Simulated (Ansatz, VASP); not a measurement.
**Two plane-wave programs on Pd**

Contents of INCAR:

```
PREC = Accurate ; ENCUT = 520
EDIFF = 1E-6 ; ISMEAR = -1
SIGMA = 0.1 ; LREAL = F
LASPH = T ; NELM = 80
ALGO = Normal ; ISIF = 2
LWAVE = F ; LCHARG = T
GGA = PE ; LELF = T
LVHAR = T ; NBANDS = 39
```

Contents of KPOINTS:

```
regular mesh
0
Gamma
  12 8 1
```

The input POSCAR:

```
Pd
1.0
    2.7903171770      0.0000000000      0.0000000000
    0.0000000000      3.9461043950      0.0000000000
    0.0000000000      0.0000000000     22.9758000000
Pd
6
Direct
    0.2500000000      0.2500000000      0.3520253993
    0.7500000000      0.7500000000      0.4072897129
    0.2500000000      0.2500000000      0.4700204948
    0.7500000000      0.7500000000      0.5299795078
    0.2500000000      0.2500000000      0.5927102866
    0.7500000000      0.7500000000      0.6479745986
```

Input for Ansatz:

```yaml
crystal:
  lattice:
    - [2.790317177, 0.0, 0.0]
    - [0.0, 3.946104395, 0.0]
    - [0.0, 0.0, 22.9758]
  atoms:
    - { symbol: Pd, position: [0.25, 0.25, 0.3520253993] }
    - { symbol: Pd, position: [0.75, 0.75, 0.4072897129] }
    - { symbol: Pd, position: [0.25, 0.25, 0.4700204948] }
    - { symbol: Pd, position: [0.75, 0.75, 0.5299795078] }
    - { symbol: Pd, position: [0.25, 0.25, 0.5927102866] }
    - { symbol: Pd, position: [0.75, 0.75, 0.6479745986] }
kpoints:
  mp_grid: { grid: [12, 8, 1] }
scf:
  occupations: { method: fermi_dirac, width: 0.1 }
hamiltonian:
  xc: pbe
  pseudopotentials: { kind: paw }
output:
  forces: true
  stress: true
  eigenvalues: true
  core_levels:
    shells: { Pd: ["3d"] }
    counted_from: fermi_level
    add_spin: false
```

Alike in both runs: task single point; functional PBE; k mesh 12 × 8 × 1; occupations fermi-dirac, width 0.1 eV; no spin polarisation.

|  | VASP | Ansatz |
| --- | --- | --- |
| version | VASP 6.6.1 | Ansatz 0.2.0 |
| potentials or method | VASP PAW PBE potentials, release 64 (Pd) | PAW with Ansatz's default frozen-core files, scalar-relativistic |
| plane-wave cutoff (eV) | 520 | 420 |
| valence electrons in the cell | 60 | 108 |

VASP gave:

```
rms of the force components (eV/Å) : 0.007
```

Task: Which values does Ansatz return?

Result: rms of the force components (eV/Å): 0.001.

Atom by atom the forces differ by 0.007 eV/Å (rms over components). With one functional, cell and mesh, what is left measures potentials, basis and numerics. The two sets of potentials don't hold the same shells in valence.
